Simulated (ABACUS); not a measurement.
The system is Pt.

```
Pt
1.0
     2.77313    0.00000    0.00000
     1.38657    2.40160    0.00000
     1.38657    0.80053    2.26425
Pt
1
Direct
  0.00000 0.00000 0.00000
```

Base run:

```yaml
Program: ABACUS 3.10.1
Functional: LDA
Potentials_or_basis: GBRV ultrasoft 1.5 LDA
Cutoff: 544 eV
Density_cutoff: 4354 eV
Basis: plane waves
k_mesh: 10 × 10 × 10
Occupations: fermi-dirac, width 0.05 eV
Spin: no spin polarisation
```

Its results: band gap on the k mesh none (metal or under the smearing width); pressure -7.4 GPa.

Task: The run is repeated on the same cell with these changes: functional from LDA to HCTH407; potentials or basis from GBRV ultrasoft 1.5 LDA to SPMS ONCV 1.0 PBE; cutoff from 544 eV to 1143 eV; density cutoff from 4354 eV to 4572 eV; valence electrons from 16 to 18. What comes out?

Result: Band gap on the k mesh none (metal or under the smearing width); pressure 4.1 GPa.

Caveats: the potentials were made for another functional, which shifts forces and pressure (some runs).

Not every run made on this cell is shown here.
